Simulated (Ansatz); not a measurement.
# MnO2 (P-3m1) in Ansatz: notebook

One crystal, MnO2, is run at these levels: PBEsol; tasks: relaxation of cell and atoms.

All numbers are computed with Ansatz 0.2.0; they aren't measurements. Logs are shortened: lines on timing, memory, paths and dates and some standing lists are left out, and cuts for length are marked.

## Step 1: Starting point

Symmetry: P-3m1, No. 164, trigonal system. The conventional cell has a = 2.857 Å, b = 2.857 Å, c = 4.601 Å, α = 90.00°, β = 90.00°, γ = 120.00°. Around Mn (site symmetry -3m) lie 6 O at 1.90 Å. O (site symmetry 3m) is surrounded by 3 Mn at 1.90 Å.

Measurements of this composition are mostly on another form, of space group No. 136.

## Step 2: Relaxation of cell and atoms, PBEsol, collinear spin, ferromagnetic start

The input, input.yaml:

```yaml
crystal:
  lattice:
    - [2.8565781804, 0.0, 0.0]
    - [-1.4282890902, 2.4738692722, 0.0]
    - [0.0, 0.0, 4.6013740589]
  atoms:
    - { symbol: Mn, position: [0.0, 0.0, 0.5], spin: 4.0 }
    - { symbol: O, position: [0.3333333333, 0.6666666667, 0.70629257] }
    - { symbol: O, position: [0.6666666667, 0.3333333333, 0.29370743] }
kpoints:
  mp_grid: { grid: [11, 11, 6] }
scf:
  occupations: { method: fermi_dirac, width: 0.05 }
hamiltonian:
  xc: pbesol
  pseudopotentials: { kind: all_electron, lapw: { basis_error: 0.002 } }
magnetization:
  spin_polarized: true
output:
  forces: true
  stress: true
relax:
  f_tol: 0.01
  max_steps: 60
  cell: {}
```

Potentials or basis: all-electron LAPW, scalar-relativistic.

Launch:

```bash
$ ansatz run input.yaml --threads 4 --pin off --max-ram 12288MiB --backend cpu --events-out ev --progress --plain --runs-dir out
```

Log:

```text
Warning: RAYON_NUM_THREADS=4 ignored (pool sized by the plan → 4); use --threads N
The last accepted step is kept in <dir> (removed where the run ends without a failure and the disk answers)
LAPW: plane waves up to 10.809 Å⁻¹, error target 2.0e-3 eV per atom; small_component_spin mean_spin; O in spheres of 0.834 Å, 8 of its electrons in bands, Dirac shells []; Mn in spheres of 1.012 Å, 21 of its electrons in bands, Dirac shells [] (how accurate: hamiltonian.pseudopotentials.lapw.basis_error, Limitations)
Engine: ansatz 0.2.0, x86_64-unknown-linux-gnu
Pseudopotentials: kind: all_electron
Pseudopotential: Mn, LAPW, valence charge 21, lapw/all_electron/scalar/gaussian/Mn, Koelling and Harmon's equation, gaussian nucleus
Pseudopotential: O, LAPW, valence charge 8, lapw/all_electron/scalar/gaussian/O, Koelling and Harmon's equation, gaussian nucleus
Functional definition: PBEsol
  exchange = pbesol_x
  correlation = pbesol_c
Crystal: 3 atoms, lattice volume = 32.517 Å³
Basis set: ecut = 445.17562242078185 eV, 687 PW (Γ), exchange–correlation at level 2
Bands: 25, of which v1, the nominal top of the filled ones, is band 19 counted from 1 (18 counted from 0)
Symmetry: 12 space group operations
Space group: P-3m1 (ITA 164), of the structure as read, at distance tolerance 3.2e-5 Å
Magnetic group: BNS 164.85 (UNI 1315), of the structure as read, at distance tolerance 3.2e-5 Å
k-points: 84 of 726
Non-local potential: Mn, projectors of the file, none
Non-local potential: O, projectors of the file, none
Initial density: superposition of atomic densities (chi_scale 0.1, normalization cell, long waves kept (reshape's long-wave potential 0.17 eV rms))
Starting moments: Σ|m| = 4 μB on 1 of 3 sites
Initial wavefunctions: plane waves of lowest kinetic energy (no species holds an atomic orbital)
Functional: x = pbesol(κ = 0.804, μ = 0.12345679012345678), c = pbesol(β = 0.046)
iter 1 solved again at ethr=1.12e-2 eV; its pass at ethr=1.00e-1 eV (dr2=4.14e0 eV) is discarded
SCF iter   1: F=—  HF=-35582.123127 eV  |F-HF|=—  |Δ(HF+E_count)|=         —  Δρ=6.67e-2 (↑6.67e-2 ↓5.81e-2)  dr2=4.13e0  dr2_m=2.27e-1  M=3.000 μB ∫|m|=3.303 μB  β_m=0.30  ethr=1.12e-2  ⟨swp⟩=2.0  Hψ=27281  notcnv=0
Mixer restart at iter 1: flushing history
preconditioner: auto → none  [insulator: Δε(μ)=1.280 eV  Ē_g=14.598 eV  σ=0.050 eV  W_gap=1.00  n_scr=10 (ndim 8)  ℏωp=28.4 eV  f_vac=0.166  D(μ)=0.00/eV (n_scr^D=0)  ε∞_Penn≈4.8]
iter 2 solved again at ethr=7.79e-4 eV; its pass at ethr=1.12e-2 eV (dr2=2.88e-1 eV) is discarded
SCF iter   2: F=—  HF=-35581.517188 eV  |F-HF|=—  |Δ(HF+E_count)|=   6.06e-1  Δρ=2.72e-2 (↑1.49e-2 ↓2.72e-2)  dr2=2.90e-1  dr2_m=1.00e-1  M=3.000 μB ∫|m|=3.251 μB  β_m=0.30  ethr=7.79e-4  ⟨swp⟩=2.0  Hψ=21305  notcnv=0
SCF iter   3: F=—  HF=-35581.629602 eV  |F-HF|=—  |Δ(HF+E_count)|=         —  Δρ=2.18e-2 (↑2.18e-2 ↓2.04e-2)  dr2=8.95e-2  dr2_m=1.11e-1  M=3.000 μB ∫|m|=3.064 μB  β_m=1.00  ethr=7.79e-4  ⟨swp⟩=2.8  Hψ=13108  notcnv=0
Mixer restart at iter 3: flushing history
SCF iter   4: F=—  HF=-35581.574891 eV  |F-HF|=—  |Δ(HF+E_count)|=   5.47e-2  Δρ=3.87e-3 (↑3.87e-3 ↓2.53e-3)  dr2=2.58e-2  dr2_m=7.16e-4  M=3.000 μB ∫|m|=3.045 μB  β_m=0.30  ethr=1.35e-4  ⟨swp⟩=3.0  Hψ=14319  notcnv=0
SCF iter   5: F=—  HF=-35581.575558 eV  |F-HF|=—  |Δ(HF+E_count)|=         —  Δρ=2.34e-3 (↑9.68e-4 ↓2.34e-3)  dr2=2.22e-3  dr2_m=4.61e-4  M=3.000 μB ∫|m|=3.043 μB  β_m=0.32  ethr=6.97e-5  ⟨swp⟩=2.1  Hψ=12848  notcnv=0
the basis was enlarged: its passes take 637.8 KiB over the memory plan, 4 of 4 planned eigensolver slots
SCF iter   6: F=—  HF=-35581.574551 eV  |F-HF|=—  |Δ(HF+E_count)|=   1.01e-3  Δρ=1.25e-3 (↑1.25e-3 ↓9.40e-4)  dr2=7.26e-4  dr2_m=2.83e-4  M=3.000 μB ∫|m|=3.041 μB  β_m=0.41  ethr=6.01e-6  ⟨swp⟩=2.1  Hψ=11884  notcnv=0
SCF iter   7: F=—  HF=-35581.575231 eV  |F-HF|=—  |Δ(HF+E_count)|=   6.80e-4  Δρ=6.19e-4 (↑6.19e-4 ↓6.19e-4)  dr2=8.53e-6  dr2_m=1.11e-4  M=3.000 μB ∫|m|=3.039 μB  β_m=0.67  ethr=1.96e-6  ⟨swp⟩=3.0  Hψ=12403  notcnv=0
SCF iter   8: F=—  HF=-35581.575442 eV  |F-HF|=—  |Δ(HF+E_count)|=   2.11e-4  Δρ=9.41e-5 (↑8.66e-5 ↓9.41e-5)  dr2=4.58e-6  dr2_m=1.23e-6  M=3.000 μB ∫|m|=3.036 μB  β_m=0.71  ethr=2.31e-8  ⟨swp⟩=3.0  Hψ=13795  notcnv=0
SCF iter   9: F=—  HF=-35581.575442 eV  |F-HF|=—  |Δ(HF+E_count)|=   3.76e-7  Δρ=4.25e-5 (↑2.81e-5 ↓4.25e-5)  dr2=2.13e-6  dr2_m=1.15e-7  M=3.000 μB ∫|m|=3.036 μB  β_m=0.69  ethr=1.24e-8  ⟨swp⟩=3.0  Hψ=13075  notcnv=0
SCF iter  10: F=—  HF=-35581.575442 eV  |F-HF|=—  |Δ(HF+E_count)|=   9.22e-8  Δρ=7.68e-6 (↑5.39e-6 ↓7.68e-6)  dr2=3.12e-8  dr2_m=5.95e-9  M=3.000 μB ∫|m|=3.036 μB  β_m=0.76  ethr=5.76e-9  ⟨swp⟩=2.8  Hψ=12161  notcnv=0
SCF iter  11: F=—  HF=-35581.575442 eV  |F-HF|=—  |Δ(HF+E_count)|=   7.48e-8  Δρ=6.75e-7 (↑6.75e-7 ↓6.26e-7)  dr2=3.15e-10  dr2_m=3.92e-11  M=3.000 μB ∫|m|=3.036 μB  β_m=0.79  ethr=8.44e-11  ⟨swp⟩=3.0  Hψ=12469  notcnv=0
[... 153 lines left out ...]
SCF iter   6: F=-35581.586009 eV  HF=-35581.586009 eV  |F-HF|=3.47e-8  |Δ(HF+E_count)|=   2.00e-7  Δρ=3.48e-6 (↑2.27e-6 ↓3.48e-6)  dr2=1.40e-8  dr2_m=2.23e-10  M=3.000 μB ∫|m|=3.032 μB  ethr=1.23e-10  ⟨swp⟩=3.0  Hψ=13071  notcnv=0
SCF 12 converged in 6 iterations: F = -35581.586009 eV  dr2 = 1.40e-8
relax step  11: F+E_penalty+E_count = -35581.58600931 eV  Δ(F+E_penalty+E_count) = -1.059e-5 eV  max|allowed force component| = 1.253e-3 eV/Å  Δτ_max = 0.0038 Å  P = +0.012 GPa  Ω = 35.863 Å³  (6 SCF iters, accepted)
iter 1 solved again at ethr=1.55e-11 eV; its pass at ethr=1.00e-1 eV (dr2=5.73e-9 eV) is discarded
SCF iter   1: F=—  HF=-35581.586008 eV  |F-HF|=—  |Δ(HF+E_count)|=         —  Δρ=1.44e-5 (↑1.44e-5 ↓1.18e-5)  dr2=6.75e-9  dr2_m=6.79e-10  M=3.000 μB ∫|m|=3.032 μB  β_m=0.65  ethr=1.55e-11  ⟨swp⟩=7.5  Hψ=30009  notcnv=0  reapply=109
preconditioner: auto → none  [insulator: Δε(μ)=0.796 eV  Ē_g=13.636 eV  σ=0.050 eV  W_gap=1.00  n_scr=10 (ndim 8)  ℏωp=27.0 eV  f_vac=0.290  D(μ)=0.00/eV (n_scr^D=0)  ε∞_Penn≈4.9]
SCF iter   2: F=—  HF=-35581.586020 eV  |F-HF|=—  |Δ(HF+E_count)|=   1.20e-5  Δρ=5.03e-6 (↑5.03e-6 ↓4.32e-6)  dr2=1.74e-9  dr2_m=1.76e-10  M=3.000 μB ∫|m|=3.032 μB  β_m=0.48  ethr=1.55e-11  ⟨swp⟩=3.0  Hψ=13453  notcnv=0
SCF iter   3: F=-35581.586022 eV  HF=-35581.586021 eV  |F-HF|=6.75e-7  |Δ(HF+E_count)|=   9.91e-7  Δρ=3.25e-6 (↑3.25e-6 ↓2.96e-6)  dr2=1.94e-9  dr2_m=9.82e-11  M=3.000 μB ∫|m|=3.032 μB  ethr=1.11e-11 (applied; sched 4.71e-12)  ⟨swp⟩=3.0  Hψ=12851  notcnv=0
SCF 13 converged in 3 iterations: F = -35581.586022 eV  dr2 = 1.94e-9
relax step  12: F+E_penalty+E_count = -35581.58602152 eV  Δ(F+E_penalty+E_count) = -1.221e-5 eV  max|allowed force component| = 1.240e-3 eV/Å  Δτ_max = 0.0000 Å  P = +0.012 GPa  Ω = 35.863 Å³  stress off target by 1.70e-2 GPa  SCF on the basis re-selected at this cell (its energy is not comparable with the rows above)  (3 SCF iters)
basis re-selected at this cell: Δ(F+E_penalty+E_count) = -1.221e-5 eV, ΔP = -0.000 GPa vs the last step (what re-selecting the basis moved, after the strain that the cell walked since its last selection, with what the two solves' SCF thresholds leave and, on support functions, any second-order correction that the steps lacked; it is no measure of the basis error at this ecutwfc). This SCF's stress stands 1.70e-2 GPa from its target on what of the cell is left free (relax.cell.stress_tol is 5.00e-2 GPa) and its largest allowed force component is 1.24e-3 eV/Å (relax.f_tol is 1.00e-2 eV/Å): within both
SCF converged after 3 iterations
Magnetization: 3.0000 μB (20.0000 up, 17.0000 down)
Absolute magnetization: 3.0315 μB (∫|ρ↑−ρ↓|)
Spin contamination: 0.0334 ħ² per cell (⟨S²⟩ above its minimum at these occupations)
Per-site moments (μB) at R_I (Å): [(2.6801194174352734, 1.0100518107650422), (0.05509858802421519, 0.8320520587927422), (0.05509858802421519, 0.8320520587927422)]
Free energy (F): -35581.586022 eV
Harris-Foulkes:  -35581.586021 eV  (|F-HF|=6.75e-7)
Internal energy: -35581.586012 eV  (E = F + TS)
E sigma→0 (E₀):  -35581.586017 eV
Entropy (-TS):   -0.000009 eV (-0.003 meV/atom)
Fermi energy:    6.958895 eV
--- Per-component energies (eV) ---
  E_band       = -6090.992281
  E_kinetic    = 35969.599801
  E_xc         = -1842.583812
  E_electrostatic = -69708.602002  (all electrons and nuclei)
  E_smearing   = -0.000009  (= −TS)
  E_closure    = 0.000000  (closes the sum)
  E_atoms      = -35556.000175  (free atoms, spherical and without spin; not in F)
  Σ components = -35581.586022   (vs F -35581.586022, Δ=0.00e0)
  Basis errors (estimates in eV, not in F): energy 8.7e-4 per atom: plane waves 8.4e-4 (5.2e-4 summed), levels above the bands 2.3e-125, relativity 1.1e-7, radial functions 3.6e-5, core shells 7.5e-7; eigenvalues (radial functions only) 1.3e-5; not estimated: angular momenta, meshes, grids; target (lapw.basis_error) 2.0e-3; muffin-tin radii O 0.832 Å, Mn 1.010 Å
--- Forces (eV/Å), atoms counted from 1 ---
  atom   1  Mn     0.00000000     0.00000000     0.00000000
  atom   2  O     -0.00000000     0.00000000     0.00124012
  atom   3  O     -0.00000000    -0.00000000    -0.00124012
  max |Σ_I F_I| component: 1.85e-17 eV/Å
--- Stress (GPa, compression-positive) ---
        0.008932      -0.000000       0.000000
       -0.000000       0.008932       0.000000
        0.000000       0.000000       0.016972
  P = ⅓ Tr σ = 0.0116 GPa (0.116 kbar)
--- Band table (eV; the first three rows and the last of 168) ---
  k-point 0 ↑: bands = ["-617.7983", "-617.7983", "-617.7775", "-497.2581", "-497.2581", "-74.7319", "-43.5154", "-43.5064", "-43.5064", "-13.0962", "-10.8179", "0.2944", "0.5129", "0.5129", "4.2060", "4.2060", "4.9696", "5.0807", "5.0807", "6.3120", "9.5254", "9.5254", "13.3160", "16.7073", "19.4511"]
  k-point 1 ↑: bands = ["-617.7983", "-617.7983", "-617.7775", "-497.2581", "-497.2581", "-74.7319", "-43.5154", "-43.5064", "-43.5064", "-13.0882", "-10.8327", "0.3644", "0.5135", "0.5135", "4.2056", "4.2056", "4.7880", "5.0783", "5.0783", "6.3747", "9.5286", "9.5286", "13.5891", "16.5991", "19.1586"]
  k-point 2 ↑: bands = ["-617.7983", "-617.7983", "-617.7775", "-497.2581", "-497.2581", "-74.7319", "-43.5154", "-43.5064", "-43.5064", "-13.0718", "-10.8625", "0.5146", "0.5146", "0.5147", "4.2050", "4.2050", "4.4530", "5.0734", "5.0734", "6.4655", "9.5351", "9.5351", "14.3088", "16.1707", "18.6543"]
  k-point 83 ↓: bands = ["-616.7661", "-616.7661", "-616.6813", "-497.2092", "-497.2092", "-71.5634", "-40.6483", "-40.6064", "-40.2944", "-11.1167", "-11.0897", "0.9960", "1.1961", "2.0138", "3.3927", "3.7138", "4.0202", "7.7556", "8.4832", "8.6081", "10.2831", "10.2855", "19.2211", "20.6964", "21.2465"]
--- Relaxed structure (10 steps of the walk, 10 accepted, 2 SCFs on fresh bases) ---
  F+E_penalty+E_count = -35581.58602152 eV   max|allowed force component| = 1.240e-3 eV/Å   (the final SCF, on the basis selected at the relaxed cell)
  cell:  # Å, volume = 35.8626 Å³
    - [2.8404284210163047, 0.0, 0.0]
    - [-1.4202142105081523, 2.459883170231441, 8.707575037447649e-34]
    - [0.0, 1.6196009362382896e-33, 5.132668052393457]
  atoms:
    - { symbol: Mn, position: [2.0358318201531916e-34, 1.6218941299599263e-35, 0.49999999999999994] }
    - { symbol: O, position: [0.33333333333333326, 0.6666666666666665, 0.6850658576242059] }
    - { symbol: O, position: [0.6666666666666665, 0.33333333333333326, 0.314934142375794] }
```

It took 3.3 min on 4 threads of AMD EPYC 7R43 (Zen 3), shared host; peak memory 0.83 GiB.

What came out:

```yaml
Free_energy: -35581.5860 eV
Relaxed_volume: 11.95 Å³/atom
Relaxed_cell: a = 2.840 Å, b = 2.840 Å, c = 5.133 Å, α = 90.00°, β = 90.00°, γ = 120.00°
Space_group_after_relaxing_to_0.05_Å: P-3m1 (No. 164)
Energy_gained_by_relaxing: 3.5 meV/atom
Ionic_steps: 12
Pressure_after_relaxing: 0.0 GPa
Band_gap_on_the_k_mesh: 0.80 eV, indirect (least direct gap 0.84 eV)
Net_moment: 3.00 μB per cell
Absolute_moment: 3.03 μB per cell
Site_moments: Mn +2.68; O +0.06 μB
```

The path:
```tsv
step	energy change (eV)	largest force (eV/Å)	volume (Å³)
1	0.0000	0.1611	32.52
2	-0.0054	0.0752	32.92
3	-0.0088	0.0526	33.80
4	-0.0092	0.0817	34.24
5	-0.0098	0.0078	34.63
6	-0.0099	0.0011	34.87
7	-0.0099	0.0039	35.13
8	-0.0099	0.0013	35.18
9	-0.0106	0.0011	35.18
10	-0.0106	0.0029	35.70
11	-0.0106	0.0013	35.86
12	-0.0106	0.0012	35.86
```

Final structure:
```xyz
3
Lattice="2.8404 0.0000 0.0000 -1.4202 2.4599 0.0000 0.0000 0.0000 5.1327" Properties=species:S:1:pos:R:3 pbc="T T T"
Mn    0.0000    0.0000    2.5663
O     0.0000    1.6399    3.5162
O     1.4202    0.8200    1.6165
```

Levels at points of the mesh, in eV from the valence-band top:
Spin up:
| k point | band 18 | band 19 | band 20 | band 21 | band 22 | band 23 |
| --- | --- | --- | --- | --- | --- | --- |
| (0.00, 0.00, 0.00) | -1.46 | -1.46 | -0.23 | 2.98 | 2.98 | 6.77 |
| (0.00, 0.00, -0.50) | -1.47 | -1.47 | -0.04 | 2.99 | 2.99 | 8.51 |
Spin down:
| k point | band 13 | band 14 | band 15 | band 16 | band 17 | band 18 | band 19 | band 20 | band 21 | band 22 |
| --- | --- | --- | --- | --- | --- | --- | --- | --- | --- | --- |
| (0.00, 0.00, 0.00) | -5.12 | -5.12 | -1.39 | -1.36 | -1.36 | 0.80 | 0.80 | 2.47 | 4.33 | 4.33 |
| (0.00, 0.00, -0.50) | -5.12 | -4.96 | -2.09 | -1.37 | -1.37 | 0.80 | 0.80 | 2.57 | 4.35 | 4.35 |

Caveat: an odd mesh through Γ misses points on the zone boundary, where band edges often lie; a cell with one magnetic atom can't hold antiferromagnetic order, which such compounds often take.

(Continued in part 2 of 3.)
